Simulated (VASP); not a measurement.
Set up this calculation in VASP 6.6.1, as the native input.

```yaml
Task: single point
Functional: PBEsol
Potentials_or_basis: VASP PAW PBE potentials, release 64 (C)
Cutoff: 520 eV
k_mesh: 16 × 16 × 10
Occupations: gaussian, width 0.05 eV
Spin: no spin polarisation
Dipole_correction: no
Further_INCAR_settings: ALGO = Fast; EDIFF = 1e-06; NBANDS = 11
```

The structure of C lies in POSCAR:

```
C
1.0
    2.1596343027     -1.2955186208     -0.0119768133
    2.1596343027      1.2955186208     -0.0119768133
   -1.4197386319      0.0000000000      3.6306712557
C
2
Direct
    0.8282028076      0.8282028076      0.0038029893
    0.1717971924      0.1717971924      0.9961970107
```

This is a stacking variant of graphite.

The cell isn't the ideal one: functional PBEsol, strained and moved within the space group.

These files were run (other wordings do the same):

INCAR

```
SYSTEM = C
ALGO = Fast
EDIFF = 1E-6
ENCUT = 520
GGA = PS
ISIF = 2
ISMEAR = 0
LASPH = .True.
LCHARG = .False.
LREAL = .False.
LWAVE = .False.
NBANDS = 11
NELM = 100
PREC = Accurate
SIGMA = 0.05
```

KPOINTS

```
k-points
0
Gamma
  16 16 10
  0 0 0
```

Potentials or basis: VASP PAW PBE potentials, release 64 (C).

Run with:

```sh
$ cat potpaw_PBE.64/C/POTCAR > POTCAR
$ mpirun -np 1 vasp_std > vasp.out
```

It gave:

```
Pressure               : -21.8 GPa
Largest force          : 2.171 eV/Å
Band gap on the k mesh : 0.40 eV, direct
```

Caveat: so large a pressure means that the cell lies far from this level's equilibrium, or that cutoff or potentials fall short; the potentials were made for another functional, which shifts forces and pressure; this functional lacks dispersion, which binds the layers, so the pressure and a relaxed spacing across them are unreliable.

Run time: 56 s on 1 thread of Intel(R) Xeon(R) 6975P-C (Granite Rapids), on a shared host, peak memory 0.23 GiB.
